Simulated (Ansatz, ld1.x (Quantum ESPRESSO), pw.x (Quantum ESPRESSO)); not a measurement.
Nb (Z = 41): does the TM potential hold in the solid?

```json
{
 "Element": "niobium",
 "Generator": "ld1.x (Quantum ESPRESSO) 7.5",
 "Type": "norm-conserving Troullier–Martins (Kleinman–Bylander form)",
 "Functional": "PBEsol",
 "Relativity": "scalar-relativistic",
 "Frozen core": "[Kr]",
 "Valence charge": "5",
 "Reference configuration": "4d4 5s0 5p0 (charge +1)",
 "Partial waves": "5p (bound, empty): rc 3.60 bohr; 4d (bound): rc 1.55 bohr; 5s (bound, empty): rc 2.50 bohr",
 "Local potential": "the s channel",
 "Core correction": "none"
}
```

Atomic tests: cutoffs needed: 40 Ry and 50 Ry (the cutoffs (Ry, on a coarse ladder) from which the occupation-weighted sum of valence levels, in a spherical-Bessel basis at the reference potential, stays within 10 and 1 mRy of its value at 400 Ry); ghost test: no extra level below or beside the all-electron valence levels (p, d, s, f tested) (spherical-Bessel basis up to 400 Ry, 20 bohr box); largest excitation error: -228 meV (all-electron minus pseudo) for 4d2 5s0 5p0, out of 7 test configurations.

Crystal test: sc Nb in pw.x 7.5, no spin, 12³ k-points, Fermi–Dirac smearing 0.01 Ry, cutoffs 60/240 Ry. The reference is all-electron LAPW (Ansatz 0.2.0) with the same functional, mesh and smearing; V0 and B0 come from Birch–Murnaghan fits to the pressures at five volumes. Errors are pseudo minus all-electron; Δ is the rms difference of the E(V) curves that follow from these fits, minima aligned, over ±6 % about the mean V0. Mesh and smearing are coarse, so the numbers serve the comparison and aren't converged zero-temperature values; the lattice is a test structure that the element need not adopt.

```tsv
V (Å³/atom)	P all-electron (GPa)	P pseudo (GPa)
18.214	10.06	14.73
18.694	5.59	9.95
19.173	1.63	5.70
19.652	-1.87	1.93
20.132	-4.97	-1.43
```

All-electron: a0 = 2.687 Å (V0 = 19.39 Å³/atom), B0 = 142.4 GPa.

Pseudopotential: mean pressure error (GPa): +4.09; a0 (Å): 2.711; a0 error (%): +0.91; B0 error (%): -2.8; Δ (meV/atom): 16.3. The largest radius (3.60 bohr) exceeds half the bond length (2.53 bohr), so the spheres overlap, which is one possible source of error among others. This is a poor potential for the solid.

Problem. At the middle volume, how do free energy and pressure move when the wave cutoff is lowered (ecutrho kept at four times it)?

Solution.

```tsv
cutoff (Ry)	shift of F (meV/atom)	shift of P (GPa)
27	+914.6	-25.61
36	+144.4	-5.54
48	+8.7	-0.56
```

Input at the middle volume:

```
&control
  calculation='scf', prefix='x', pseudo_dir='./', outdir='./tmp', tstress=.true., disk_io='none'
/
&system
  ibrav=0, nat=1, ntyp=1, ecutwfc=60, ecutrho=240, nbnd=9,
  occupations='smearing', smearing='fd', degauss=0.01
/
&electrons
  conv_thr=1e-09, mixing_beta=0.4, electron_maxstep=70
/
ATOMIC_SPECIES
Nb 1.0 Nb.UPF
CELL_PARAMETERS angstrom
  2.67647602 0.00000000 0.00000000
  0.00000000 2.67647602 0.00000000
  0.00000000 0.00000000 2.67647602
ATOMIC_POSITIONS crystal
Nb 0.0000 0.0000 0.0000
K_POINTS automatic
12 12 12 0 0 0
```

```bash
pw.x < Nb.scf.in > Nb.scf.out
```

Lines of the output:

```
Message from routine setup:
     using ibrav=0 with symmetry is DISCOURAGED, use correct ibrav instead
     lattice parameter (alat)  =       5.0578  a.u.
     unit-cell volume          =     129.3858 (a.u.)^3
     number of electrons       =         5.00
     number of Kohn-Sham states=            9
     kinetic-energy cutoff     =      60.0000  Ry
     charge density cutoff     =     240.0000  Ry
     scf convergence threshold =      1.0E-09
     Exchange-correlation= PBESOL
     number of k points=    84  Fermi-Dirac smearing, width (Ry)=  0.0100
     iteration #  1     ecut=    60.00 Ry     beta= 0.40
     total energy              =     -10.36257344 Ry
     estimated scf accuracy    <       0.43138286 Ry
     iteration #  2     ecut=    60.00 Ry     beta= 0.40
     total energy              =     -10.34289455 Ry
     estimated scf accuracy    <       0.07522777 Ry
     iteration #  3     ecut=    60.00 Ry     beta= 0.40
     total energy              =     -10.35524817 Ry
     estimated scf accuracy    <       0.00107796 Ry
     iteration #  4     ecut=    60.00 Ry     beta= 0.40
     total energy              =     -10.35518518 Ry
     estimated scf accuracy    <       0.00090988 Ry
     iteration #  5     ecut=    60.00 Ry     beta= 0.40
     total energy              =     -10.35533707 Ry
     estimated scf accuracy    <       0.00001057 Ry
     iteration #  6     ecut=    60.00 Ry     beta= 0.40
     total energy              =     -10.35533964 Ry
     estimated scf accuracy    <       0.00000324 Ry
     iteration #  7     ecut=    60.00 Ry     beta= 0.40
     total energy              =     -10.35534012 Ry
     estimated scf accuracy    <          5.0E-09 Ry
     iteration #  8     ecut=    60.00 Ry     beta= 0.40
     total energy              =     -10.35534012 Ry
     estimated scf accuracy    <          2.6E-09 Ry
     iteration #  9     ecut=    60.00 Ry     beta= 0.40
     the Fermi energy is    10.2151 ev
!    total energy              =     -10.35534012 Ry
     estimated scf accuracy    <          2.8E-11 Ry
     smearing contrib. (-TS)   =      -0.00403487 Ry
     The total energy is F=E-TS. E is the sum of the following terms:
     one-electron contribution =       6.46271708 Ry
     hartree contribution      =       0.30690821 Ry
     xc contribution           =      -3.09658327 Ry
     ewald contribution        =     -14.02434727 Ry
     convergence has been achieved in   9 iterations
          total   stress  (Ry/bohr**3)                   (kbar)     P=       57.03
     Message from routine punch:
     Nothing written, as per user request (disk_io='none')
```

The run at the middle volume (84 k-points, 9 iterations) took about 5.9 s on one core of a shared host (Neoverse-V1, 32 threads, 247 GiB, load 13).
